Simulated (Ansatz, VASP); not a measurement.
Two plane-wave programs on MgO

```
Mg O
1.0
     3.57637    0.00000    0.00000
    -1.78818    3.09723    0.00000
     0.00000    0.00000    3.99882
Mg O
2 2
Direct
  0.65457 0.30915 0.75000
  0.34543 0.69085 0.25000
  0.67557 0.35114 0.25000
  0.32443 0.64886 0.75000
```

Change from the starting cell: mode 5 frozen in at -0.073 Å, strain +e along z and -e/2 along x and y -0.0467.

Alike in both runs: task single point; functional PBEsol; k mesh 9 × 9 × 6; occupations gaussian, width 0.05 eV; no spin polarisation.

```csv
,VASP,Ansatz
version,VASP 6.6.1,Ansatz 0.2.0
potentials or method,"VASP PAW PBE potentials, release 64 (Mg, O)","scalar-relativistic, plane waves, PAW"
plane-wave cutoff (eV),520,520
valence electrons in the cell,16,32
```

```csv
,VASP,Ansatz,Ansatz less VASP
gap on the k mesh at the Fermi level (eV),3.32,3.33,+0.009
least direct gap on the mesh (eV),3.32,3.33,+0.009
pressure (GPa),1.7,2.1,+0.40
largest component of the traceless stress (GPa),9.92,9.88,-0.036
rms of the force components (eV/Å),0.281,0.277,-0.0037
```

Atom by atom the forces differ by 0.004 eV/Å (rms over components). The two sets of potentials don't hold the same shells in valence. Ansatz warned: «pseudo_functional_mismatch».

Caveats: the PAW data sets were made with another functional, which shifts forces and pressure a little (VASP).
